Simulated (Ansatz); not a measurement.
# Al (Fm-3m), random displacements

These are results of DFT PBE+D3(BJ), scalar-relativistic, plane waves, PAW in Ansatz, not measurements. Settings: plane waves to 420 eV, k-mesh 10×10×10 (Γ-centred), Gaussian smearing 0.15 eV. No spin polarisation. Energies are free energies at this smearing, counted from the undisturbed cell; pressure is positive in compression.

Zero of the scan (as given, not relaxed at this level):

```yaml
crystal:
  lattice:
    - [-4.04796, 4.04796, 0.00000]
    - [-4.04796, 0.00000, 4.04796]
    - [0.00000, 4.04796, 4.04796]
  atoms:
    - { symbol: Al, position: [0.00000, 0.00000, 0.00000] }
    - { symbol: Al, position: [0.50000, 0.00000, 0.00000] }
    - { symbol: Al, position: [0.00000, 0.50000, 0.00000] }
    - { symbol: Al, position: [0.00000, 0.00000, 0.50000] }
    - { symbol: Al, position: [0.50000, 0.50000, 0.00000] }
    - { symbol: Al, position: [0.50000, 0.00000, 0.50000] }
    - { symbol: Al, position: [0.00000, 0.50000, 0.50000] }
    - { symbol: Al, position: [0.50000, 0.50000, 0.50000] }
```

The atoms are displaced (Å, in the unstrained cell):

| atom | ux | uy | uz |
| --- | --- | --- | --- |
| Al1 | -0.006 | 0.009 | 0.007 |
| Al2 | 0.049 | -0.046 | 0.002 |
| Al3 | 0.009 | -0.035 | -0.009 |
| Al4 | -0.031 | 0.001 | -0.034 |
| Al5 | -0.007 | 0.034 | -0.011 |
| Al6 | 0.030 | 0.001 | 0.050 |
| Al7 | -0.024 | 0.010 | 0.029 |
| Al8 | -0.020 | 0.026 | -0.032 |

Strain (Voigt, engineering shear): (-0.0037, 0.0028, 0.0072, -0.0300, -0.0096, 0.0151).

What are the energy change, the stress and the forces?

ΔE = 9.7 meV/atom; stress (xx, yy, zz, yz, xz, xy; compression positive) (-4.07, -3.70, -3.90, 0.83, 0.39, -0.67) GPa.
| atom | Fx (eV/Å) | Fy | Fz |
| --- | --- | --- | --- |
| Al1 | 0.28 | -0.19 | -0.05 |
| Al2 | -0.33 | 0.28 | 0.02 |
| Al3 | -0.23 | 0.17 | 0.13 |
| Al4 | 0.16 | 0.03 | 0.23 |
| Al5 | 0.20 | -0.17 | -0.05 |
| Al6 | -0.13 | -0.04 | -0.26 |
| Al7 | 0.02 | -0.13 | -0.15 |
| Al8 | 0.03 | 0.03 | 0.14 |

Cost: 1 run of about 1.7 core-minutes, on Intel Xeon Platinum 8259CL (Skylake/Cascade Lake) (shared hosts).